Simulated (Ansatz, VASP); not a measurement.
Two plane-wave programs on Ge

```
CELL_PARAMETERS angstrom
1.37827 -2.56537 0.00000
1.37827 2.56537 0.00000
0.00000 0.00000 2.66176
ATOMIC_POSITIONS crystal
Ge 0.50000 0.50000 0.00000
```

This isn't the form of Ge at room conditions, which is diamond.

Alike in both runs: task single point; functional LDA; k mesh 11 × 11 × 10; occupations fermi-dirac, width 0.05 eV; no spin polarisation.

```csv
,VASP,Ansatz
version,VASP 6.6.1,Ansatz 0.2.0
potentials or method,"VASP PAW LDA potentials, release 64 (Ge_d)",Ansatz PAW
plane-wave cutoff (eV),520,420
valence electrons in the cell,14,14
```

Ansatz gave:

- gap on the k mesh at the Fermi level (eV): none
- pressure (GPa): -3.2
- largest component of the traceless stress (GPa): 1.79

Question: Estimate VASP's values.

Answer: gap on the k mesh at the Fermi level (eV): none; pressure (GPa): -3.3; largest component of the traceless stress (GPa): 1.77.

A gap of «none» marks a metal or a gap that the smearing closes.

Caveats: the PAW data sets come from PBE, with cores solved anew for the run's functional, which leaves a small shift of forces and pressure (Ansatz).
